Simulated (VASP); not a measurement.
# AlH5 (P6/mmm) in VASP: notebook, part 2 of 2

VASP 6.6.1.

**4. Single point, PBE (species swapped into the PrPt5 type (P6/mmm, No. 191))**

INCAR reads:

```
ALGO = Normal
EDIFF = 1E-7
ENCUT = 520
GGA = PE
ISIF = 2
ISMEAR = 0
LASPH = T
LCHARG = T
LELF = T
LREAL = F
LVHAR = T
LWAVE = F
NBANDS = 13
NELM = 80
PREC = Accurate
SIGMA = 0.1
```

KPOINTS reads:

```
k-points
0
Gamma
  6 6 6
```

POSCAR reads:

```
AlH5
1.0
    4.2250137000      0.0000000000      0.0000000000
   -2.1125068500      3.6589692000      0.0000000000
    0.0000000000      0.0000000000      3.4642269400
Al H
1 5
Direct
    0.0000000000      0.0000000000      0.0000000000
    0.5000000000      0.0000000000      0.5000000000
    0.5000000000      0.5000000000      0.5000000000
    0.0000000000      0.5000000000      0.5000000000
    0.3333333300      0.6666666700      0.0000000000
    0.6666666700      0.3333333300      0.0000000000
```

Potentials or basis: VASP PAW PBE potentials, release 64 (Al, H).

Launch:

```console
cat potpaw_PBE.64/Al/POTCAR potpaw_PBE.64/H/POTCAR > POTCAR
mpirun -np 1 vasp_std > vasp.out
```

OUTCAR:

```text
EDIFF = 1E-7
   ENCUT = 520
   GGA = PE
   ISIF = 2
   ISMEAR = 0
   LASPH = T
   LREAL = F
   NELM = 80
   PREC = Accurate

 ion  position               nearest neighbor table
   1  0.000  0.000  0.000-
   2  0.500  0.000  0.500-
   3  0.500  0.500  0.500-
   4  0.000  0.500  0.500-
   5  0.333  0.667  0.000-
   6  0.667  0.333  0.000-
[... 591 lines left out ...]
  Direction    XX          YY          ZZ          XY          YZ          ZX
  --------------------------------------------------------------------------------------
  -------------------------------------------------------------------------------------
  Total       -6.8176600     -6.8176600     -5.8244732     -0.0000000      0.0000000     -0.0000000
  in kB     -203.9636197   -203.9636202   -174.2504959     -0.0000000      0.0000000     -0.0000000
  external PRESSURE =    -194.0592453 kB  Pullay stress =       0.0000000 kB

 VOLUME and BASIS-vectors are now :
 -----------------------------------------------------------------------------
  energy-cutoff  :      520.00
  volume of cell :       53.55
      direct lattice vectors                 reciprocal lattice vectors
     4.225013700  0.000000000  0.000000000     0.236685623  0.136650508  0.000000000
    -2.112506850  3.658969200  0.000000000     0.000000000  0.273301016  0.000000000
     0.000000000  0.000000000  3.464226940     0.000000000  0.000000000  0.288664691

 POSITION                                       TOTAL-FORCE (eV/Angst)
 -----------------------------------------------------------------------------------
      0.00000      0.00000      0.00000         0.000000      0.000000      0.000000
      2.11251      0.00000      1.73211         0.000000      0.000000      0.000000
      1.05625      1.82948      1.73211         0.000000      0.000000      0.000000
     -1.05625      1.82948      1.73211         0.000000      0.000000      0.000000
     -0.00000      2.43931      0.00000         0.000000      0.000000      0.000000
      2.11251      1.21966      0.00000        -0.000000     -0.000000      0.000000
 -----------------------------------------------------------------------------------
    total drift:                               -0.000000      0.000000      0.000000

  FREE ENERGIE OF THE ION-ELECTRON SYSTEM (eV)
  ---------------------------------------------------
  free  energy   TOTEN  =       -12.8959725800 eV

  energy  without entropy=      -12.8852385255  energy(sigma->0) =      -12.89060555
```

stdout:

```text
POSCAR found type information on POSCAR AlH
 POSCAR found :  2 types and       6 ions
 scaLAPACK will be used
 LDA part: xc-table for (Slater+PW92), standard interpolation
 POSCAR, INCAR and KPOINTS ok, starting setup
 FFT: planning ... GRIDC
 FFT: planning ... GRID_SOFT
 FFT: planning ... GRID
 WAVECAR not read
 entering main loop
```

It took 19 s on 1 thread of AMD EPYC 7R13 (Zen 3), shared host; peak memory 0.13 GiB.

What came out:

- Free energy: -12.8960 eV
- Pressure: -19.4 GPa
- Band gap on the k mesh: none (metal or under the smearing width)

Stress tensor (GPa, compression positive):
```
-20.40   0.00   0.00
  0.00 -20.40   0.00
  0.00   0.00 -17.43
```

Caveat: so large a pressure means that the cell lies far from this level's equilibrium, or that cutoff or potentials fall short.

**5. Single point, PBE (species swapped into the PrPt5 type (P6/mmm, No. 191))**

INCAR reads:

```
SYSTEM = AlH5
PREC = Accurate
ENCUT = 520
EDIFF = 1E-6
ISMEAR = 0
SIGMA = 0.1
LREAL = .False.
LASPH = .True.
NELM = 60
ALGO = Normal
ISIF = 2
LWAVE = .False.
LCHARG = .False.
GGA = PE
NBANDS = 13
```

KPOINTS reads:

```
regular mesh
0
Gamma
  6 6 6
  0 0 0
```

POSCAR reads:

```
AlH5
1.0
    3.5079835919      0.0000000000      0.0000000000
   -1.7539917959      3.0380029066      0.0000000000
    0.0000000000      0.0000000000      2.7207387430
Al H
1 5
Direct
    0.0000000000      0.0000000000      0.0000000000
    0.5000000000      0.0000000000      0.5000000000
    0.5000000000      0.5000000000      0.5000000000
    0.0000000000      0.5000000000      0.5000000000
    0.3333333333      0.6666666667      0.0000000000
    0.6666666667      0.3333333333      0.0000000000
```

Launch:

```console
cat potpaw_PBE.64/Al/POTCAR potpaw_PBE.64/H/POTCAR > POTCAR
mpirun -np 1 vasp_std > vasp.out
```

Wall time 10 s (1 thread of AMD EPYC 7R13 (Zen 3), shared host); peak memory 0.1 GiB.

Results (log left out):

| Property | Result |
| --- | --- |
| Free energy | -15.3371 eV |
| Pressure | -0.5 GPa |
| Band gap on the k mesh | none (metal or under the smearing width) |

Levels at points of the mesh, in eV from the Fermi level:
```tsv
k point	band 1	band 2	band 3	band 4	band 5	band 6	band 7	band 8
(0.00, 0.00, 0.00)	-14.55	-0.79	-0.56	-0.56	1.44	2.98	2.98	4.01
(0.50, 0.00, 0.00)	-11.38	-9.92	-2.79	-2.27	4.43	6.11	10.03	10.73
(0.00, 0.00, 0.50)	-9.93	-9.40	1.11	1.99	1.99	6.16	7.16	7.16
(0.50, 0.00, 0.50)	-6.69	-6.56	-5.58	-4.75	0.24	2.52	2.80	3.91
```

Caveat: the k mesh is coarse (spacing up to 0.38 Å⁻¹), so the values aren't converged.

**6. Relaxation of cell and atoms, PBE (species swapped into the PrPt5 type (P6/mmm, No. 191))**

INCAR reads:

```
PREC     = Accurate       # precision mode
ENCUT    = 600            # plane-wave cutoff, eV
EDIFF    = 1E-6           # SCF threshold, eV
ISMEAR   = 0              # smearing method
SIGMA    = 0.1            # smearing width, eV
LREAL    = F              # projectors in reciprocal space
LASPH    = T              # aspherical terms in the spheres
NELM     = 100            # most SCF steps
ALGO     = Normal         # electronic algorithm
ISIF     = 3              # what is computed and relaxed
LWAVE    = F              # write WAVECAR
LCHARG   = F              # write CHGCAR
GGA      = PE             # functional
IBRION   = 2              # ionic algorithm
NSW      = 90             # ionic steps
EDIFFG   = -0.04          # ionic threshold
```

KPOINTS reads:

```
Automatic mesh
0
Gamma
  6 6 6
```

POSCAR reads:

```
AlH5
1.0
    4.2250137000      0.0000000000      0.0000000000
   -2.1125068500      3.6589692000      0.0000000000
    0.0000000000      0.0000000000      3.4642269400
Al H
1 5
Direct
    0.0000000000      0.0000000000      0.0000000000
    0.5000000000      0.0000000000      0.5000000000
    0.5000000000      0.5000000000      0.5000000000
    0.0000000000      0.5000000000      0.5000000000
    0.3333333300      0.6666666700      0.0000000000
    0.6666666700      0.3333333300      0.0000000000
```

Potentials or basis: VASP PAW PBE potentials, release 64 (Al, H).

Launch:

```console
cat potpaw_PBE.64/Al/POTCAR potpaw_PBE.64/H/POTCAR > POTCAR
mpirun -np 1 vasp_std > vasp.out
```

Run time: 2.9 min. Hardware: 1 thread of AMD EPYC 7R13 (Zen 3), shared host; peak memory 0.15 GiB.

It converged, with:

```yaml
Free_energy: -15.8930 eV
Relaxed_volume: 5.43 Å³/atom
Relaxed_cell: a = 3.189 Å, b = 3.189 Å, c = 3.700 Å, α = 90.00°, β = 90.00°, γ = 120.00°
Space_group_after_relaxing_to_0.05_Å: P6/mmm (No. 191)
Energy_gained_by_relaxing: 499.5 meV/atom
Ionic_steps: 23
Pressure_after_relaxing: 0.1 GPa
Band_gap_on_the_k_mesh: none (metal or under the smearing width)
```

Stress tensor (GPa, compression positive):
```
-0.29  0.00  0.00
 0.00 -0.29  0.00
 0.00  0.00  0.81
```

Step by step:
```tsv
step	energy change (eV)	largest force (eV/Å)	pressure (GPa)	volume (Å³)
1	0.0000	0.0000	-19.31	53.55
2	-0.9734	0.0000	-19.54	45.64
3	-2.3150	0.0000	11.33	26.63
4	-2.3732	0.0000	-4.52	30.67
5	-2.3951	0.0000	-0.16	29.30
6	-2.3945	0.0000	1.24	28.91
7	-2.4197	0.0000	1.29	28.89
8	-2.5125	0.0000	1.99	28.81
9	-2.6819	0.0000	5.96	28.52
10	-2.7168	0.0000	19.15	27.52
11	-2.7978	0.0000	12.25	28.05
12	-2.8040	0.0000	14.37	27.88
13	-2.8012	0.0000	14.90	27.84
14	-2.8045	0.0000	14.91	27.88
15	-2.8095	0.0000	14.95	28.00
16	-2.8165	0.0000	14.59	28.08
17	-2.8364	0.0000	13.49	28.30
18	-2.8720	0.0000	11.45	28.76
19	-2.9276	0.0000	7.83	29.69
20	-2.9831	0.0000	1.73	31.60
21	-2.9861	0.0000	0.11	32.18
22	-2.9902	0.0000	0.10	32.28
23	-2.9968	0.0000	0.08	32.58
```

Final structure:
```
Al H
1.0
     3.18874    0.00000    0.00000
    -1.59437    2.76153    0.00000
     0.00000    0.00000    3.70006
Al H
1 5
Direct
  0.00000 0.00000 0.00000
  0.50000 0.00000 0.50000
  0.50000 0.50000 0.50000
  0.00000 0.50000 0.50000
  0.33333 0.66667 0.00000
  0.66667 0.33333 0.00000
```

Levels at points of the mesh, in eV from the Fermi level:
| k point | band 1 | band 2 | band 3 | band 4 | band 5 | band 6 | band 7 | band 8 |
| --- | --- | --- | --- | --- | --- | --- | --- | --- |
| (0.00, 0.00, 0.00) | -13.48 | -5.52 | 0.20 | 1.89 | 3.46 | 3.46 | 7.05 | 7.05 |
| (0.50, 0.00, 0.00) | -9.67 | -7.87 | -2.30 | -0.47 | 0.78 | 1.97 | 4.42 | 5.17 |
| (0.00, 0.00, 0.50) | -11.42 | -10.39 | 2.23 | 4.44 | 4.44 | 7.74 | 7.81 | 8.60 |
| (0.50, 0.00, 0.50) | -7.81 | -6.56 | -5.80 | -4.89 | 2.36 | 2.54 | 4.21 | 5.16 |

Caveat: the volume moved by over 15 % at a fixed basis, so the end points are rough.

**7. Summary**

```tsv
task	cell	k mesh	cutoff (eV)	mesh quality	gap on the mesh (eV)	pressure (GPa)	relaxed volume (Å³/atom)
single point	species swapped into the PrPt5 type (P6/mmm, No. 191)	12 × 12 × 14	520	not flagged	none	-0.3	-
relaxation of cell and atoms	relaxed from: species swapped into the PrPt5 type (P6/mmm, No. 191)	12 × 12 × 14	600	not flagged	none	-0.2	4.86
single point	species swapped into the PrPt5 type (P6/mmm, No. 191)	6 × 6 × 6	520	not flagged	none	-19.4	-
single point	species swapped into the PrPt5 type (P6/mmm, No. 191)	6 × 6 × 6	520	coarse	none	-0.5	-
relaxation of cell and atoms	relaxed from: species swapped into the PrPt5 type (P6/mmm, No. 191)	6 × 6 × 6	600	not flagged	none	0.1	5.43
```

Alike in all rows: level PBE; potentials or basis VASP PAW PBE potentials, release 64 (Al, H); no spin polarisation; smearing gaussian 0.1 eV.

Caveats: some runs use coarse meshes; so large a pressure means that the cell lies far from this level's equilibrium, or that cutoff or potentials fall short (some runs); the volume moved by over 15 % at a fixed basis, so the end points are rough (some runs).

Total energies depend on the potentials used, so only differences within one code and one set of settings carry meaning.
